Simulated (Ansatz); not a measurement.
Re (Fm-3m): electronic heat capacity and spin susceptibility from the density of states

Theory: DFT PBEsol, scalar-relativistic, plane waves, PAW in Ansatz 0.2.0.

Plane waves to 420 eV, a k mesh through Γ of 18×18×18 on the computed 1-atom cell and Gaussian smearing (0.10 eV); no spin polarisation.

Relaxed cell: Fm-3m, a = 3.881 Å, b = 3.881 Å, c = 3.881 Å, α = 90.00°, β = 90.00°, γ = 90.00°, 1 atom in the primitive cell. This fcc form isn't the element's structure at ambient conditions.

The density of states at the Fermi level is 0.811 states/eV in the cell of 1 atom (1 formula unit; both spins, tetrahedra on a 27×27×27 mesh).

Q: What Sommerfeld coefficient and Pauli susceptibility does this give?

A: Per formula unit N(E_F) = 0.811 states/eV. γ = (π²/3) k_B² N(E_F) N_A = 2.357 mJ/(mol K²) per state/eV, so γ = 1.9 mJ/(mol K²), a mole of formula units. χ_P = μ_B² N(E_F) N_A = 3.23×10⁻⁵ emu/mol per state/eV gives 2.6×10⁻⁵ emu/mol. This is the bare band result: a measured γ of the same phase is as a rule larger by a factor 1 + λ from phonons and spin fluctuations, the spin part of χ is larger by the Stoner factor, and a measured χ also holds orbital and core terms. N(E_F) at one energy is sensitive to the mesh where the density of states has sharp peaks.

Spin-orbit coupling is left out, which matters for the bands of heavy elements.